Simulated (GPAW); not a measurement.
Wanted: an ASE script for a GPAW 26.7.0 run.

```
Task                : relaxation of cell and atoms
Functional          : RPBE
Potentials or basis : the program's PAW data sets (release 1.2.1) made for this functional
Cutoff              : 800 eV
Basis               : pw
k mesh              : 7 × 7 × 4
Occupations         : fermi-dirac, width 0.05 eV
Spin                : no spin polarisation
Maxiter             : 150
Optimizer           : LBFGS
Fmax                : 0.01 eV/Å
Max steps           : 60
Convergence         : density=1e-06 energy=1e-06 eigenstates=1e-10
```

The system is SiC (Moissanite).

```xyz
4
Lattice="3.0760 0.0000 0.0000 -1.5380 2.6639 0.0000 0.0000 0.0000 5.0480" Properties=species:S:1:pos:R:3 pbc="T T T"
Si    1.5380    0.8880    2.5240
Si    0.0000    1.7759    0.0000
C     1.5380    0.8880    4.4675
C     0.0000    1.7759    1.9435
```

The input as run:

run.py

```python
from ase import Atoms
from ase.filters import FrechetCellFilter
from ase.io import write
from ase.optimize import LBFGS
from gpaw import GPAW, PW

atoms = Atoms(['Si', 'Si', 'C', 'C'],
              cell=[[3.076, 0.0, 0.0],
                    [-1.538, 2.663894142, 0.0],
                    [0.0, 0.0, 5.048]],
              scaled_positions=[[0.6666666667, 0.3333333333, 0.5],
                                [0.3333333333, 0.6666666667, 0.0],
                                [0.6666666667, 0.3333333333, 0.885],
                                [0.3333333333, 0.6666666667, 0.385]],
              pbc=True)

calc = GPAW(mode=PW(800),
            xc='RPBE',
            kpts={'size': (7, 7, 4), 'gamma': True},
            occupations={'name': 'fermi-dirac', 'width': 0.05},
            nbands=18,
            convergence={'density': 1e-06, 'energy': 1e-06, 'eigenstates': 1e-10},
            maxiter=150,
            txt='gpaw.txt')
atoms.calc = calc
opt = LBFGS(FrechetCellFilter(atoms), trajectory='relax.traj', logfile='-')
done = opt.run(fmax=0.01, steps=60)
calc.write('gs.gpw')
write('result.traj', atoms)
print('Converged:', done)
print('Cell:', atoms.cell.cellpar().round(4))
print('Volume:', round(atoms.get_volume(), 4))
print(atoms.get_scaled_positions().round(5))
```

Potentials or basis: the program's PAW data sets (release 1.2.1) made for this functional, pw.

Command:

```console
$ OMP_NUM_THREADS=1 python run.py
```

It gave:

```json
{"Relaxed volume": "10.72 Å³/atom", "Relaxed cell": "a = 3.114 Å, b = 3.114 Å, c = 5.107 Å, α = 90.00°, β = 90.00°, γ = 120.00°", "Space group after relaxing (to 0.05 Å)": "P6_3mc (No. 186)", "Energy gained by relaxing": "19.1 meV/atom", "Ionic steps": "7", "Pressure after relaxing": "0.0 GPa", "Largest force after relaxing": "0.004 eV/Å", "Band gap on the k mesh": "2.67 eV, indirect (least direct gap 3.99 eV)"}
```

Caveat: later steps reuse the first step's grids; an odd mesh through Γ misses points on the zone boundary, where band edges often lie.

It took 3.9 min on 1 thread of Arm Neoverse N1, on a shared host, peak memory 0.26 GiB.
